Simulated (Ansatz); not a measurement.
## Moving spin-orbit coupling in PbSe

The structure is cubic, space group Fm-3m (No. 225). The conventional cell has a = 6.121 Å, b = 6.121 Å, c = 6.121 Å, α = 90.00°, β = 90.00°, γ = 90.00°. Pb (site symmetry m-3m) is surrounded by 6 Se at 3.06 Å. Se (site symmetry m-3m) is surrounded by 6 Pb at 3.06 Å.

Kept alike: task band structure; functional PBEsol; k mesh 8 × 8 × 8; occupations fermi-dirac, width 0.05 eV. Program: Ansatz, Ansatz PAW, cutoff 420 eV. The mesh is that of the run's cell of 2 atoms.

```csv
spin-orbit coupling,band gap (eV)
off,0.200
on,0.274
```

Gaps are the smaller of the mesh's and the band path's. All rows use potentials made for PBE.

Task: What does spin-orbit coupling change here?

Result: The band gap runs from 0.200 (off) to 0.274 eV (on). Spin-orbit coupling splits p and d bands at the edges, and the more so the heavier the atoms.
